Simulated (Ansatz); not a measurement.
## An elastic constant from a strain scan in InP$_{3}$

Theory: DFT PBEsol, scalar-relativistic, plane waves, PAW in Ansatz. Settings: plane waves to 420 eV, k-mesh 6×6×6 (Γ-centred), Gaussian smearing 0.15 eV. No spin polarisation. Energies are free energies at this smearing, counted from the undisturbed cell; pressure is positive in compression.

Reference structure (relaxed at this level; it needn't be the usual structure):

```yaml
crystal:
  lattice:
    - [3.71499, 2.14485, 3.27938]
    - [-3.71499, 2.14485, 3.27938]
    - [0.00000, -4.28970, 3.27938]
  atoms:
    - { symbol: In, position: [0.27328, 0.27328, 0.27328] }
    - { symbol: In, position: [0.72672, 0.72672, 0.72672] }
    - { symbol: P, position: [0.79471, 0.24119, 0.79471] }
    - { symbol: P, position: [0.79471, 0.79471, 0.24119] }
    - { symbol: P, position: [0.24119, 0.79471, 0.79471] }
    - { symbol: P, position: [0.20529, 0.75881, 0.20529] }
    - { symbol: P, position: [0.75881, 0.20529, 0.20529] }
    - { symbol: P, position: [0.20529, 0.20529, 0.75881] }
```

The cell is strained by ε times the Voigt pattern (0, 0, 1, 0, 0, 0) (xx, yy, zz, yz, xz, xy; engineering shear) with fractional coordinates fixed. The cell holds 8 atoms in V0 = 156.78 Å³. The stress column is τ = (1/V0) dE/dε, got from the stress tensor σ (compression positive) at each point as −det(1 + εP) σ : P(1 + εP)⁻¹, with P the pattern as a tensor.

| ε | ΔE (meV/atom) | τ (GPa) |
| --- | --- | --- |
| -0.0600 | 25.714 | -7.275 |
| -0.0450 | 14.190 | -5.299 |
| -0.0300 | 6.197 | -3.435 |
| -0.0150 | 1.518 | -1.680 |
| 0.0000 | 0.000 | 0.019 |
| 0.0150 | 1.547 | 1.654 |
| 0.0300 | 6.013 | 3.196 |
| 0.0450 | 13.220 | 4.642 |
| 0.0525 | 17.794 | 5.329 |
| 0.0600 | ? | ? |

Task: Which combination of elastic constants does this scan measure, and how large is it?

Result: For small ε, τ = τ0 + Kε with K = pᵀCp, which for this pattern is C33 in the Cartesian frame shown. The parabola through τ at ε = -0.0150, 0 and 0.0150 has slope K = 111 GPa at zero. The energies per cell, E = NΔE, of the same two points give K = 2[E(ε₊)/ε₊ − E(ε₋)/ε₋]/[(ε₊ − ε₋)V0] = 111 GPa, in agreement. These are clamped-ion values.

Task: Predict the withheld row at ε = 0.0600 from the harmonic law, and compare.

Result: ΔE = V0(τ0 ε + Kε²/2)/N = 24.609 meV/atom and τ = 6.69 GPa. The calculation gives 22.990 meV/atom and 5.99 GPa: the energy lies 7 % below the harmonic value, as bonds soften when stretched.

Forces appear on the atoms along this scan, and letting them relax would lower the energy and soften the response. In a metal these slopes depend on the k mesh and the smearing.

Cost: 10 runs of about 1.8 core-minutes in all, on Arm Neoverse V2 (shared hosts).